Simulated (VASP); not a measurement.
# PbSe (Fm-3m) in VASP: band structure with PBE

Aim: the band structure of PbSe with PBE.

Program: VASP 6.6.1. These are calculated values, not measurements. Logs are shortened: lines on timing, memory, paths and dates and some standing lists are left out, and cuts for length are marked.

**Experimental background.**

A printed reference work, monograph reports, for a bulk crystal of PbSe at 300 K: band gap 0.28 eV (direct).

The runs below are set against these values where they give the same quantity.

### Step 1. The crystal as given

It takes space group Fm-3m (No. 225, cubic). Conventional cell: a = 6.121 Å, b = 6.121 Å, c = 6.121 Å, α = 90.00°, β = 90.00°, γ = 90.00°. Around Pb (site symmetry m-3m) lie 6 Se at 3.06 Å. Se (site symmetry m-3m) has 6 Pb at 3.06 Å as nearest neighbours.

### Step 2. Band structure, PBE

Input file POSCAR:

```
PbSe
1.0
    0.0000000000      3.0606500000      3.0606500000
    3.0606500000      0.0000000000      3.0606500000
    3.0606500000      3.0606500000      0.0000000000
Pb Se
1 1
Direct
    0.0000000000      0.0000000000      0.0000000000
    0.5000000000      0.5000000000      0.5000000000
```

Input file INCAR.step1:

```
PREC = Accurate
ENCUT = 520
EDIFF = 1E-6
ISMEAR = 0
SIGMA = 0.02
LREAL = False
LASPH = True
NELM = 60
ALGO = Fast
ISIF = 2
LWAVE = False
LCHARG = True
GGA = PE
```

Input file KPOINTS.step1:

```
Automatic mesh
0
Gamma
  10 10 10
```

Input file INCAR.step2:

```
PREC = Accurate
ENCUT = 520
EDIFF = 1E-6
ISMEAR = 0
SIGMA = 0.05
LREAL = False
LASPH = True
NELM = 60
ALGO = Fast
ISIF = 2
LWAVE = False
LCHARG = False
GGA = PE
ICHARG = 11
```

Input file KPOINTS.step2:

```
path GXWKGLUWLK,UX
20
line-mode
reciprocal
 0.0000000000  0.0000000000  0.0000000000  G
 0.5000000000  0.0000000000  0.5000000000  X

 0.5000000000  0.0000000000  0.5000000000  X
 0.5000000000  0.2500000000  0.7500000000  W

 0.5000000000  0.2500000000  0.7500000000  W
 0.3750000000  0.3750000000  0.7500000000  K

 0.3750000000  0.3750000000  0.7500000000  K
 0.0000000000  0.0000000000  0.0000000000  G

 0.0000000000  0.0000000000  0.0000000000  G
 0.5000000000  0.5000000000  0.5000000000  L

 0.5000000000  0.5000000000  0.5000000000  L
 0.6250000000  0.2500000000  0.6250000000  U

 0.6250000000  0.2500000000  0.6250000000  U
 0.5000000000  0.2500000000  0.7500000000  W

 0.5000000000  0.2500000000  0.7500000000  W
 0.5000000000  0.5000000000  0.5000000000  L

 0.5000000000  0.5000000000  0.5000000000  L
 0.3750000000  0.3750000000  0.7500000000  K

 0.6250000000  0.2500000000  0.6250000000  U
 0.5000000000  0.0000000000  0.5000000000  X
```

Potentials or basis: VASP PAW PBE potentials, release 64 (Pb_d, Se).

The run is started by

```bash
$ cat potpaw_PBE.64/Pb_d/POTCAR potpaw_PBE.64/Se/POTCAR > POTCAR
$ cp INCAR.step1 INCAR
$ cp KPOINTS.step1 KPOINTS
$ mpirun -np 1 vasp_std > vasp.out
$ cp INCAR.step2 INCAR
$ cp KPOINTS.step2 KPOINTS
$ mpirun -np 1 vasp_std > vasp.out
```

OUTCAR:

```text
PREC = Accurate
   ENCUT = 520
   EDIFF = 1E-6
   ISMEAR = 0
   LREAL = False
   LASPH = True
   NELM = 60
   ISIF = 2
   GGA = PE
   ICHARG = 11

 ion  position               nearest neighbor table
   1  0.000  0.000  0.000-   2 3.06   2 3.06   2 3.06   2 3.06   2 3.06   2 3.06
   2  0.500  0.500  0.500-   1 3.06   1 3.06   1 3.06   1 3.06   1 3.06   1 3.06

  LATTYP: Found a face centered cubic cell.
 ALAT       =     6.1213000000

  Lattice vectors:

 A1 = (   0.0000000000,   3.0606500000,   3.0606500000)
 A2 = (   3.0606500000,   0.0000000000,   3.0606500000)
 A3 = (   3.0606500000,   3.0606500000,   0.0000000000)

Analysis of symmetry for initial positions (statically):
=====================================================================
 Subroutine PRICEL returns:
 Original cell was already a primitive cell.

 Routine SETGRP: Setting up the symmetry group for a
 face centered cubic supercell.

 Subroutine GETGRP returns: Found 48 space group operations
 (whereof 48 operations were pure point group operations)
 out of a pool of 48 trial point group operations.

The static configuration has the point symmetry O_h .

Analysis of symmetry for dynamics (positions and initial velocities):
=====================================================================
 Subroutine PRICEL returns:
 Original cell was already a primitive cell.

 Routine SETGRP: Setting up the symmetry group for a
 face centered cubic supercell.

 Subroutine GETGRP returns: Found 48 space group operations
 (whereof 48 operations were pure point group operations)
 out of a pool of 48 trial point group operations.

The dynamic configuration has the point symmetry O_h .

 Subroutine INISYM returns: Found 48 space group operations
 (whereof 48 operations are pure point group operations),
 and found     1 'primitive' translations

----------------------------------------------------------------------------------------

                                     Primitive cell

  volume of cell :      57.3418

  direct lattice vectors                    reciprocal lattice vectors
     0.000000000  3.060650000  3.060650000    -0.163363991  0.163363991  0.163363991
     3.060650000  0.000000000  3.060650000     0.163363991 -0.163363991  0.163363991
     3.060650000  3.060650000  0.000000000     0.163363991  0.163363991 -0.163363991

  length of vectors
     4.328412740  4.328412740  4.328412740     0.282954733  0.282954733  0.282954733

  position of ions in fractional coordinates (direct lattice)
     0.000000000  0.000000000  0.000000000
     0.500000000  0.500000000  0.500000000

  ion indices of the primitive-cell ions
   primitive index   ion index
                 1           1
                 2           2

----------------------------------------------------------------------------------------

 KPOINTS: path GXWKGLUWLK,UX

Interpolating k-points between supplied coordinates.

 Line segments in fractional coordinates (reciprocal lattice):
    0.000000  0.000000  0.000000  ...  0.500000  0.000000  0.500000
    0.500000  0.000000  0.500000  ...  0.500000  0.250000  0.750000
    0.500000  0.250000  0.750000  ...  0.375000  0.375000  0.750000
    0.375000  0.375000  0.750000  ...  0.000000  0.000000  0.000000
    0.000000  0.000000  0.000000  ...  0.500000  0.500000  0.500000
    0.500000  0.500000  0.500000  ...  0.625000  0.250000  0.625000
    0.625000  0.250000  0.625000  ...  0.500000  0.250000  0.750000
    0.500000  0.250000  0.750000  ...  0.500000  0.500000  0.500000
    0.500000  0.500000  0.500000  ...  0.375000  0.375000  0.750000
    0.625000  0.250000  0.625000  ...  0.500000  0.000000  0.500000

 Generated    20 points on each line segment, for a total of    200 k-points:

 Following reciprocal coordinates:
            Coordinates               Weight
  0.000000  0.000000  0.000000      0.005000
  0.026316  0.000000  0.026316      0.005000
  0.052632  0.000000  0.052632      0.005000
  0.078947  0.000000  0.078947      0.005000
  0.105263  0.000000  0.105263      0.005000
  0.131579  0.000000  0.131579      0.005000
[... 16 lines left out ...]
  0.500000  0.026316  0.526316      0.005000
  0.500000  0.039474  0.539474      0.005000
 [... further k-points ...]
   k-points           NKPTS =    200   k-points in BZ     NKDIM =    200   number of bands    NBANDS=     14
   number of dos      NEDOS =    301   number of ions     NIONS =      2
   total plane-waves  NPLWV =  32768
   dimension x,y,z NGX =    32 NGY =   32 NGZ =   32
   dimension x,y,z NGXF=    64 NGYF=   64 NGZF=   64
   ions per type =               1   1
   NGX,Y,Z   is equivalent  to a cutoff of  12.29, 12.29, 12.29 a.u.
   NGXF,Y,Z  is equivalent  to a cutoff of  24.58, 24.58, 24.58 a.u.
 SYSTEM =  unknown system
   PREC   = accura    normal or accurate (medium, high low for compatibility)
   ISTART =      0    job   : 0-new  1-cont  2-samecut
   ICHARG =     11    charge: 1-file 2-atom 10-const
   ISPIN  =      1    spin polarized calculation?
   LNONCOLLINEAR =      F non collinear calculations
   LSORBIT =      F    spin-orbit coupling
   LASPH  =      T    aspherical Exc in radial PAW
   ENCUT  =  520.0 eV  38.22 Ry    6.18 a.u.   8.05  8.05  8.05*2*pi/ulx,y,z
   NELM   =     60;   NELMIN=  2; NELMDL=  0     # of ELM steps
   EDIFF  = 0.1E-05   stopping-criterion for ELM
   LREAL  =      F    real-space projection
   EDIFFG = 0.1E-04   stopping-criterion for IOM
   NSW    =      0    number of steps for IOM
   IBRION =     -1    ionic relax: 0-MD 1-quasi-New 2-CG
   NFREE  =      0    steps in history (QN), initial steepest desc. (CG)
   ISIF   =      2    stress and relaxation
   ISYM   =      2    0-nonsym 1-usesym 2-fastsym
   POTIM  = 0.5000    time-step for ionic-motion
   TEBEG  =    0.0;   TEEND  =   0.0 temperature during run
   PSTRESS=    0.0 pullay stress
   NELECT =      20.0000    total number of electrons
   NUPDOWN=      -1.0000    fix difference up-down
   EMIN   =  10.00;   EMAX   =-10.00  energy-range for DOS
   EFERMI =   0.00;   METHOD = LEGACY
   ISMEAR =     0;   SIGMA  =   0.05  broadening in eV -4-tet -1-fermi 0-gaus
   EFERMI_NEDOS =   21; number of points for ismear=-14 and -15
   IALGO  =     68    algorithm
   IMIX   =      4    mixing-type and parameters
     AMIX     =   0.40;   BMIX     =  1.00
     AMIX_MAG =   1.60;   BMIX_MAG =  1.00
  volume/ion in A,a.u.               =      28.67       193.48
  Fermi-wavevector in a.u.,A,eV,Ry     =   1.152377  2.177676 18.068159  1.327972
  Thomas-Fermi vector in A             =   2.289028
   LORBIT       =      0    0 simple, 1 ext, 2 COOP (PROOUT), +10 PAW based schemes
   GGA     = PE    functional components
   LHFCALC =     F    Hartree Fock is set to
   AEXX    =    0.0000 exact exchange contribution
   IVDW    =     0    specifies the selected vdW correction
   LEPSILON=     F    determine dielectric tensor
   LRPA    =     F    only Hartree local field effects (RPA)
 non-spin polarized calculation
 RMM-DIIS sequential band-by-band and
 Gauss-broadening in eV      SIGMA  =   0.05
  energy-cutoff  :      520.00
  volume of cell :       57.34
 maximum number of plane-waves:      1576

 number of electron      20.0000000 magnetization

 Free energy of the ion-electron system (eV)
  ---------------------------------------------------
  ext. energy  EPLUGINS =         0.00000000
  ---------------------------------------------------
  free energy    TOTEN  =        -9.17330714 eV

  energy without entropy =       -9.17330690  energy(sigma->0) =       -9.17330702

 E-fermi :   5.2160     XC(G=0):  -9.5298

 val. band max:        5.0705543109   @ k =   0.5000   0.5000   0.5000
 cond. band min:       5.3615194535   @ k =   0.5000   0.5000   0.5000
 fundamental gap:      0.2909651426
 Fermi energy:         5.2160220347

 k-point     1 :       0.0000    0.0000    0.0000
  band No.  band energies     occupation
      1     -11.7664      2.00000
      2     -11.7664      2.00000
      3     -11.7664      2.00000
      4     -11.7661      2.00000
      5     -11.7661      2.00000
      6      -8.5241      2.00000
      7      -1.2348      2.00000
      8       3.1914      2.00000
      9       3.1914      2.00000
     10       3.1914      2.00000
     11       9.7808      0.00000
     12       9.7808      0.00000
     13       9.7808      0.00000
     14      11.5852      0.00000

 k-point     2 :       0.0263    0.0000    0.0263
  band No.  band energies     occupation
      1     -11.7666      2.00000
      2     -11.7665      2.00000
      3     -11.7662      2.00000
      4     -11.7662      2.00000
      5     -11.7660      2.00000
      6      -8.5169      2.00000
      7      -1.2601      2.00000
      8       3.1808      2.00000
      9       3.1808      2.00000
     10       3.2357      2.00000
     11       9.6230      0.00000
     12       9.7661      0.00000
     13       9.7661      0.00000
     14      11.5216      0.00000

 k-point     3 :       0.0526    0.0000    0.0526
  band No.  band energies     occupation
      1     -11.7678      2.00000
      2     -11.7669      2.00000
      3     -11.7656      2.00000
      4     -11.7653      2.00000
      5     -11.7653      2.00000
      6      -8.4956      2.00000
      7      -1.3322      2.00000
      8       3.1493      2.00000
      9       3.1493      2.00000
     10       3.3629      2.00000
     11       9.2195      0.00000
     12       9.7290      0.00000
     13       9.7290      0.00000
     14      11.3273      0.00000
[... 324 lines left out ...]
 k-point    23 :       0.5000    0.0263    0.5263
  band No.  band energies     occupation
      1     -11.8929      2.00000
      2     -11.7842      2.00000
      3     -11.7476      2.00000
      4     -11.7222      2.00000
      5     -11.7218      2.00000
      6      -7.0868      2.00000
      7      -2.3364      2.00000
      8       0.0948      2.00000
      9       1.8185      2.00000
     10       1.8859      2.00000
     11       8.7847      0.00000
     12      10.5712      0.00000
     13      10.7035      0.00000
     14      11.1027      0.00000

 k-point    24 :       0.5000    0.0395    0.5395
  band No.  band energies     occupation
      1     -11.8919      2.00000
      2     -11.7837      2.00000
      3     -11.7481      2.00000
      4     -11.7228      2.00000
      5     -11.7218      2.00000
      6      -7.0859      2.00000
      7      -2.3622      2.00000
      8       0.1063      2.00000
      9       1.7983      2.00000
     10       1.9485      2.00000
     11       8.8107      0.00000
     12      10.4408      0.00000
     13      10.7321      0.00000
     14      11.0832      0.00000

 [... further k-points ...]

------------------------ aborting loop because EDIFF is reached ----------------------------------------

  FORCE on cell =-STRESS in cart. coord.  units (eV):
  Direction    XX          YY          ZZ          XY          YZ          ZX
  --------------------------------------------------------------------------------------
  -------------------------------------------------------------------------------------
  Total       -0.4691036     -0.4691036     -0.4691036     -0.0000000     -0.0000000      0.0000000
  in kB      -13.1071535    -13.1071535    -13.1071535     -0.0000000     -0.0000000      0.0000000
  external PRESSURE =     -13.1071535 kB  Pullay stress =       0.0000000 kB

 VOLUME and BASIS-vectors are now :
 -----------------------------------------------------------------------------
  energy-cutoff  :      520.00
  volume of cell :       57.34
      direct lattice vectors                 reciprocal lattice vectors
     0.000000000  3.060650000  3.060650000    -0.163363991  0.163363991  0.163363991
     3.060650000  0.000000000  3.060650000     0.163363991 -0.163363991  0.163363991
     3.060650000  3.060650000  0.000000000     0.163363991  0.163363991 -0.163363991

 POSITION                                       TOTAL-FORCE (eV/Angst)
 -----------------------------------------------------------------------------------
      0.00000      0.00000      0.00000        -0.000000      0.000000     -0.000000
      3.06065      3.06065      3.06065         0.000000     -0.000000      0.000000
 -----------------------------------------------------------------------------------
    total drift:                                0.000000     -0.000000     -0.000000

  FREE ENERGIE OF THE ION-ELECTRON SYSTEM (eV)
  ---------------------------------------------------
  free  energy   TOTEN  =        -9.1733071409 eV

  energy  without entropy=       -9.1733069023  energy(sigma->0) =       -9.17330702
```

It took 44 s on 1 thread of Intel Xeon 6975P-C (Granite Rapids), shared host; peak memory 0.31 GiB.

What came out:

```yaml
Band_gap_on_the_k_mesh: 0.29 eV, direct
Band_gap_along_the_path: 0.29 eV, direct
```

Levels at the corners of the path, in eV from the valence-band top:
```tsv
point	band 6	band 7	band 8	band 9	band 10	band 11	band 12	band 13	band 14
Γ	-13.59	-6.31	-1.88	-1.88	-1.88	4.71	4.71	4.71	6.51
X	-12.16	-7.39	-4.99	-3.24	-3.24	3.69	5.61	5.61	6.05
X	-12.16	-7.39	-4.99	-3.24	-3.24	3.69	5.61	5.61	6.05
W	-12.13	-8.02	-4.23	-4.23	-0.80	1.89	4.95	4.95	7.73
W	-12.13	-8.02	-4.23	-4.23	-0.80	1.89	4.95	4.95	7.73
K	-12.17	-8.04	-4.58	-2.73	-2.40	3.39	4.01	5.44	5.82
K	-12.17	-8.04	-4.58	-2.73	-2.40	3.39	4.01	5.44	5.82
Γ	-13.59	-6.31	-1.88	-1.88	-1.88	4.71	4.71	4.71	6.51
Γ	-13.59	-6.31	-1.88	-1.88	-1.88	4.71	4.71	4.71	6.51
L	-12.53	-8.81	-1.47	-1.47	0.00	0.29	1.70	1.70	8.55
L	-12.53	-8.81	-1.47	-1.47	0.00	0.29	1.70	1.70	8.55
U	-12.17	-8.04	-4.58	-2.73	-2.40	3.39	4.01	5.44	5.82
U	-12.17	-8.04	-4.58	-2.73	-2.40	3.39	4.01	5.44	5.82
W	-12.13	-8.02	-4.23	-4.23	-0.80	1.89	4.95	4.95	7.73
W	-12.13	-8.02	-4.23	-4.23	-0.80	1.89	4.95	4.95	7.73
L	-12.53	-8.81	-1.47	-1.47	0.00	0.29	1.70	1.70	8.55
L	-12.53	-8.81	-1.47	-1.47	0.00	0.29	1.70	1.70	8.55
K	-12.17	-8.04	-4.58	-2.73	-2.40	3.39	4.01	5.44	5.82
U	-12.17	-8.04	-4.58	-2.73	-2.40	3.39	4.01	5.44	5.82
X	-12.16	-7.39	-4.99	-3.24	-3.24	3.69	5.61	5.61	6.05
```

Caveat: the log is that of the step along the path at fixed density, whose energy, stress, charges and moments have no meaning; spin-orbit coupling is left out, which as a rule narrows the gap of such compounds by several tenths of an eV.

### Step 3. How close it comes

Step 2. A measured gap of PbSe is 0.28 eV (direct; 300 K; a printed reference work, monograph); the calculated 0.29 eV misses it by +0.01 eV. 2 values of this kind are on record (0.15 to 0.28 eV); this one was drawn at random. Spin-orbit coupling on Pb, Se is left out. The value is that of PBE, without temperature or zero-point motion.
